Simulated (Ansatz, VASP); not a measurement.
**Two plane-wave programs on MgO (Periclase)**

Contents of INCAR:

```
ALGO = Normal
EDIFF = 1E-7
ENCUT = 520
GGA = PS
ISIF = 2
ISMEAR = 0
LASPH = True
LCHARG = False
LREAL = False
LWAVE = False
NBANDS = 11
NELM = 80
PREC = Accurate
SIGMA = 0.01
```

The input KPOINTS:

```
k-points
0
Gamma
  10 10 10
```

Contents of POSCAR:

```
MgO
1.0
    0.0000000000      2.1085000000      2.1085000000
    2.1085000000      0.0000000000      2.1085000000
    2.1085000000      2.1085000000      0.0000000000
Mg O
1 1
Direct
    0.0000000000      0.0000000000      0.0000000000
    0.5000000000      0.5000000000      0.5000000000
```

Input for Ansatz:

```yaml
crystal:
  lattice:
    - [0.0, 2.1085, 2.1085]
    - [2.1085, 0.0, 2.1085]
    - [2.1085, 2.1085, 0.0]
  atoms:
    - { symbol: Mg, position: [0.0, 0.0, 0.0] }
    - { symbol: O, position: [0.5, 0.5, 0.5] }
kpoints:
  mp_grid:
    grid: [10, 10, 10]
hamiltonian:
  xc: pbesol
  pseudopotentials:
    kind: paw
scf:
  occupations:
    method: fixed
output:
  forces: true
  stress: true
```

Alike in both runs: task single point; functional PBEsol; k mesh 10 × 10 × 10; no spin polarisation.

```csv
,VASP,Ansatz
version,VASP 6.6.1,Ansatz 0.2.0
potentials or method,"VASP PAW PBE potentials, release 64 (Mg, O)","plane waves, PAW"
plane-wave cutoff (eV),520,420
occupations,"gaussian, width 0.01 eV",fixed
valence electrons in the cell,8,16
```

Ansatz gave:

| Property | Result |
| --- | --- |
| pressure (GPa) | -0.3 |

Question: Which values does VASP return?

Answer: Pressure (GPa): -0.8.

The two sets of potentials don't hold the same shells in valence.

Caveats: the PAW data sets were made with another functional, which shifts forces and pressure a little (VASP).
